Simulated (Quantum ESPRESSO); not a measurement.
# In2Se2, 1 layer, rectangular cell, stepped through strain along the first axis, part 3 of 7

Aim: how the results for In2Se2, 1 layer, rectangular cell change with strain along the first axis.

Quantum ESPRESSO 7.5; plane-wave DFT, PBE, GBRV ultrasoft pseudopotentials.

So far. Step 2 (Relaxing cell and ions of the reference):  The last row is no step: it is a fresh SCF in the final cell with a new plane-wave basis, +1 meV from the row before. Step 3 (Relaxing the ions, -4 %): The relaxation lowers the energy by 5 meV an atom.

## (4) Self-consistent run, -4 %

The self-consistent run of this member.

Contents of m0.scf.in:

```
&control
  prefix = 'm0.scf'
  outdir = './out'
  pseudo_dir = './pseudo'
  calculation = 'scf'
  tprnfor = .true.
/
&system
  ibrav = 0
  nat = 8
  ntyp = 2
  ecutwfc = 40
  ecutrho = 200
  occupations = 'smearing'
  smearing = 'fd'
  degauss = 0.002
  nbnd = 42
/
&electrons
  conv_thr = 1e-09
  mixing_beta = 0.4
  electron_maxstep = 120
  mixing_mode = 'plain'
/
ATOMIC_SPECIES
  Se  78.9710  se_pbe_v1.uspp.F.UPF
  In  114.8180  in_pbe_v1.4.uspp.F.UPF
CELL_PARAMETERS angstrom
  3.91768792128000 0.00000000000000 0.00000000000000
  0.00000000000000 7.06788813800000 0.00000000000000
  0.00000000000000 0.00000000000000 20.14290946400000
ATOMIC_POSITIONS crystal
  Se  0.000000000000 0.330860717900 0.364515995800
  Se  0.500000000000 0.830860791300 0.364515831300
  In  0.000000000000 0.002472385100 0.430036279000
  In  0.500000000000 0.502472772400 0.430036284300
  In  0.000000000000 0.002472385100 0.569963721000
  In  0.500000000000 0.502472772400 0.569963715700
  Se  0.000000000000 0.330860717900 0.635484004200
  Se  0.500000000000 0.830860791300 0.635484168700
K_POINTS automatic
  8 4 1 0 0 0
```

The run is started by

```sh
> OMP_NUM_THREADS=1 mpirun -n 4 pw.x -nk 2 -in m0.scf.in > m0.scf.out
```

What it wrote:

```text
[banner, memory and clock lines left out]
Program PWSCF v.7.5 starts
[citation notice left out]

[...]
Message from routine setup:
[...]
bravais-lattice index     =            0
     lattice parameter (alat)  =       7.4034  a.u.
     unit-cell volume          =    3763.9020 (a.u.)^3
     number of atoms/cell      =            8
     number of atomic types    =            2
     number of electrons       =        76.00
     number of Kohn-Sham states=           42
     kinetic-energy cutoff     =      40.0000  Ry
     charge density cutoff     =     200.0000  Ry
     scf convergence threshold =      1.0E-09
     mixing beta               =       0.4000
     number of iterations used =            8  plain     mixing
     Exchange-correlation=  SLA  PW   PBX  PBC
                           (   1   4   3   4   0   0   0)

[...]
PseudoPot. # 1 for Se read from file:
     ./pseudo/se_pbe_v1.uspp.F.UPF
     Pseudo is Ultrasoft + core correction, Zval =  6.0
     Generated by new atomic code, or converted to UPF format
     Using radial grid of  877 points,  6 beta functions with:
                l(1) =   0
                l(2) =   0
                l(3) =   1
                l(4) =   1
                l(5) =   2
                l(6) =   2
     Q(r) pseudized with  8 coefficients,  rinner =    1.300   1.300   1.300
                                                       1.300   1.300

     PseudoPot. # 2 for In read from file:
     ./pseudo/in_pbe_v1.4.uspp.F.UPF
     Pseudo is Ultrasoft + core correction, Zval = 13.0
     Generated by new atomic code, or converted to UPF format
     Using radial grid of  889 points,  6 beta functions with:
                l(1) =   0
                l(2) =   0
                l(3) =   1
                l(4) =   1
                l(5) =   2
                l(6) =   2
     Q(r) pseudized with  6 coefficients,  rinner =    1.400   1.400   1.400
                                                       1.400   1.400

     atomic species   valence    mass     pseudopotential
     Se                6.00    78.97100     Se( 1.00)
     In               13.00   114.81800     In( 1.00)

      4 Sym. Ops. (no inversion) found

[...]
number of k points=    15  Fermi-Dirac smearing, width (Ry)=  0.0020
[...]
Dense  grid:   179875 G-vectors     FFT dimensions: (  36,  64, 180)

     Smooth grid:   128533 G-vectors     FFT dimensions: (  30,  54, 160)

     Initial potential from superposition of free atoms

     starting charge      69.9997, renormalised to      76.0000

     negative rho (up, down):  6.223E-04 0.000E+00
     Starting wfcs are   52 randomized atomic wfcs

     per-process dynamical memory:   121.4 Mb

     Self-consistent Calculation

     iteration #  1     ecut=    40.00 Ry     beta= 0.40
     Davidson diagonalization with overlap
     ethr =  1.00E-02,  avg # of iterations =  2.1

     negative rho (up, down):  4.771E-04 0.000E+00

     total energy              =    -707.01652055 Ry
     estimated scf accuracy    <       7.89918360 Ry

     iteration #  2     ecut=    40.00 Ry     beta= 0.40
[...]
negative rho (up, down):  4.924E-04 0.000E+00

[...]
total energy              =    -708.58065827 Ry
     estimated scf accuracy    <       0.15644153 Ry

     iteration #  3     ecut=    40.00 Ry     beta= 0.40
[...]
negative rho (up, down):  5.403E-04 0.000E+00

[...]
total energy              =    -708.61163186 Ry
     estimated scf accuracy    <       0.05394077 Ry

     iteration #  4     ecut=    40.00 Ry     beta= 0.40
[...]
negative rho (up, down):  6.811E-04 0.000E+00

[...]
total energy              =    -708.61288565 Ry
     estimated scf accuracy    <       0.01350140 Ry

     iteration #  5     ecut=    40.00 Ry     beta= 0.40
[...]
negative rho (up, down):  6.320E-04 0.000E+00

[...]
total energy              =    -708.61411172 Ry
     estimated scf accuracy    <       0.00135514 Ry

     iteration #  6     ecut=    40.00 Ry     beta= 0.40
[...]
negative rho (up, down):  6.355E-04 0.000E+00

[...]
total energy              =    -708.61424034 Ry
     estimated scf accuracy    <       0.00012983 Ry

[...]
iteration # 10     ecut=    40.00 Ry     beta= 0.40
[...]
negative rho (up, down):  6.308E-04 0.000E+00

[...]
total energy              =    -708.61430701 Ry
     estimated scf accuracy    <       0.00000034 Ry

     iteration # 11     ecut=    40.00 Ry     beta= 0.40
[...]
negative rho (up, down):  6.314E-04 0.000E+00

[...]
total energy              =    -708.61430711 Ry
     estimated scf accuracy    <       0.00000002 Ry

     iteration # 12     ecut=    40.00 Ry     beta= 0.40
[...]
negative rho (up, down):  6.319E-04 0.000E+00

[...]
total energy              =    -708.61430712 Ry
     estimated scf accuracy    <          1.7E-09 Ry

     iteration # 13     ecut=    40.00 Ry     beta= 0.40
[...]
negative rho (up, down):  6.326E-04 0.000E+00

[...]
End of self-consistent calculation

          k = 0.0000 0.0000 0.0000 ( 16081 PWs)   bands (ev):

   -15.2738 -15.1716 -15.1457 -15.0907 -14.9806 -14.9702 -14.9687 -14.9097
   -14.9089 -14.8938 -14.8914 -14.8875 -14.8284 -14.8272 -14.7906 -14.7298
   -14.7230 -14.7230 -14.6888 -14.5647 -13.6859 -13.5648 -12.5914 -12.5179
    -6.7617  -6.5428  -6.0136  -4.2954  -3.6728  -2.7740  -2.3713  -2.2126
    -2.2003  -1.6693  -1.5908  -1.4057  -1.3429  -1.3000   0.4980   1.2171
     1.2990   1.7392

          k = 0.0000 0.1386 0.0000 ( 16121 PWs)   bands (ev):

   -15.2463 -15.1471 -15.1427 -15.0923 -15.0281 -14.9684 -14.9678 -14.9608
   -14.9069 -14.8936 -14.8843 -14.8805 -14.8381 -14.8374 -14.7865 -14.7539
   -14.7291 -14.7242 -14.6482 -14.5759 -13.5351 -13.4200 -12.7728 -12.6893
    -6.5651  -6.4697  -5.6516  -4.3576  -3.8358  -2.8832  -2.4585  -2.3188
    -2.2511  -2.1031  -1.7904  -1.5744  -1.4927  -1.2480   1.1546   1.3733
     1.4373   2.5286

[...]
the Fermi energy is    -0.5962 ev

!    total energy              =    -708.61430713 Ry
     estimated scf accuracy    <          9.0E-11 Ry
     smearing contrib. (-TS)   =      -0.00000000 Ry
     internal energy E=F+TS    =    -708.61430713 Ry

     The total energy is F=E-TS. E is the sum of the following terms:
     one-electron contribution =   -2231.10200417 Ry
     hartree contribution      =    1146.16688800 Ry
     xc contribution           =    -269.94184689 Ry
     ewald contribution        =     646.26265592 Ry

     convergence has been achieved in  13 iterations

     negative rho (up, down):  6.326E-04 0.000E+00

     Forces acting on atoms (cartesian axes, Ry/au):

     atom    1 type  1   force =     0.00000000    0.00000634   -0.00012410
     atom    2 type  1   force =     0.00000000    0.00000652   -0.00012387
     atom    3 type  2   force =     0.00000000   -0.00000797    0.00032509
     atom    4 type  2   force =     0.00000000   -0.00000489    0.00032545
     atom    5 type  2   force =     0.00000000   -0.00000797   -0.00032509
     atom    6 type  2   force =     0.00000000   -0.00000489   -0.00032545
     atom    7 type  1   force =     0.00000000    0.00000634    0.00012410
     atom    8 type  1   force =     0.00000000    0.00000652    0.00012387

     Total force =     0.000696     Total SCF correction =     0.000052

[...]
```

Wall time 86 s (4 MPI ranks of Arm Neoverse V2, shared host); peak memory 1.1 GiB.

Numbers from this step:

```
free energy                          : -9641.1888 eV
Fermi energy                         : -0.5962 eV
valence top, on the run's zero       : -1.207 eV
conduction bottom, on the run's zero : 0.4980 eV
gap by band count                    : 1.705 eV
```

## (5) Potential by pp.x, -4 %

plot_num = 11 writes the bare and Hartree potential, from which vacuum levels or, in a crystal, the mean potential are read.

Contents of m0.pot.in:

```
&inputpp
  prefix = 'm0.scf'
  outdir = './out'
  filplot = 'm0.pot.dat'
  plot_num = 11
/
```

The run is started by

```sh
> OMP_NUM_THREADS=1 mpirun -n 4 pp.x -in m0.pot.in > m0.pot.out
```

What it wrote:

```text
[banner, memory and clock lines left out]
Program POST-PROC v.7.5 starts

          URL

     ./out/m0.scf.save/

     IMPORTANT: XC functional enforced from input :
     Exchange-correlation= PBE
                           (   1   4   3   4   0   0   0)
     Any further DFT definition will be discarded
     Please, verify this is what you really want

     negative rho (up, down):  6.326E-04 0.000E+00

     Calling punch_plot, plot_num =  11
     Writing data to file  m0.pot.dat
     Message from routine chdens:
     namelist plot not found or invalid, exiting
```

The job ended after 1.2 s (4 MPI ranks; peak memory 0.17 GiB; 4.5 s of CPU time).

Numbers from this step:

| Item | Value |
| --- | --- |
| slope of the potential above | 7.13e-5 eV/Å |
| upper vacuum line continued to the top atoms, over the valence top | 6.029 eV |
| slope of the potential below | -4.71e-5 eV/Å |
| lower vacuum line continued to the bottom atoms, over the valence top | 6.029 eV |
| vacuum level at the upper face over the valence top of the mesh | 6.030 eV |
| vacuum level at the lower face over the valence top of the mesh | 6.030 eV |

Electrostatic potential energy of an electron; zero at the highest filled level of the SCF mesh. The potential energy, planar mean by z:

| z (Å) | potential energy, planar mean (eV) |
| --- | --- |
| 0.0 | 6.03 |
| 0.5 | 6.03 |
| 1.0 | 6.03 |
| 1.5 | 6.03 |
| 2.0 | 6.03 |
| 2.5 | 6.03 |
| 3.0 | 6.03 |
| 3.5 | 6.03 |
| 4.0 | 6.03 |
| 4.5 | 6.02 |
| 5.0 | 5.99 |
| 5.5 | 5.86 |
| 6.0 | 5.30 |
| 6.5 | 2.87 |
| 7.0 | -5.47 |
| 7.5 | -9.55 |
| 8.0 | -6.72 |
| 8.5 | -9.01 |
| 9.0 | -6.92 |
| 9.5 | -0.0544 |
| 10.0 | 3.09 |
| 10.5 | 1.49 |
| 11.0 | -5.10 |
| 11.5 | -9.20 |
| 12.0 | -7.03 |
| 12.5 | -8.61 |
| 13.0 | -7.88 |
| 13.5 | 1.18 |
| 14.0 | 4.92 |
| 14.5 | 5.77 |
| 15.0 | 5.97 |
| 15.5 | 6.02 |
| 16.0 | 6.03 |
| 16.5 | 6.03 |
| 17.0 | 6.03 |
| 17.5 | 6.03 |
| 18.0 | 6.03 |
| 18.5 | 6.03 |
| 19.0 | 6.03 |
| 19.5 | 6.03 |
| 20.0 | 6.03 |

(Part 3 of 7 ends here.)

[Logs are printed without paths, hosts, clocks, repeated set-up lines and the standing remarks that a program may print on its own settings, such as how far it seeks lower states.]

[Hosts, paths, dates, database ids (printed as entryN), source tags and the programs' standing remarks are cut or masked in the printed files.]

[Maps of the electrostatic potential energy from Ansatz leave out the sawtooth potential of an applied field or a dipole correction, so their vacuum need not be flat; planar profiles and work functions include it.]
